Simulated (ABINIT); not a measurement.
Si2Mo, 9 atoms in the cell. The structure is hexagonal, space group P6_222 (No. 180). Conventional cell: a = 4.585 Å, b = 4.585 Å, c = 6.580 Å, α = 90.00°, β = 90.00°, γ = 120.00°. Around Mo (site symmetry 222) lie 10 Si at 2.57 to 2.67 Å. Si (site symmetry 2) has 5 Si at 2.55 to 2.67 Å and 5 Mo at 2.57 to 2.67 Å as nearest neighbours. Measurements of this composition are mostly on another form, of space group No. 139.

| Property | Result |
| --- | --- |
| Program | ABINIT 10.8.3 (patched build) |
| Task | single point |
| Functional | PBE |
| Potentials or basis | JTH PAW PBE v2.0 |
| Cutoff | 408 eV |
| k mesh | 7 × 7 × 4 |
| Occupations | fermi-dirac, width 0.05 eV |
| Spin | no spin polarisation |
| Fine-grid cutoff | 816.342 eV |

Potentials or basis: JTH PAW PBE v2.0.

The run is started by

```console
$ abinit run.abi > log 2>&1
```

Hardware: 1 thread of AMD EPYC 7R13 Processor (Zen 3), on a shared host.

Problem. Estimate the wall time of this run.

Solution. It took 3.4 min on 1 thread of AMD EPYC 7R13 Processor (Zen 3), with other jobs on the host, peak memory 0.18 GiB. Counts: scf iterations 31, mpi ranks 1, k points 24, bands 40, plane waves 2261.
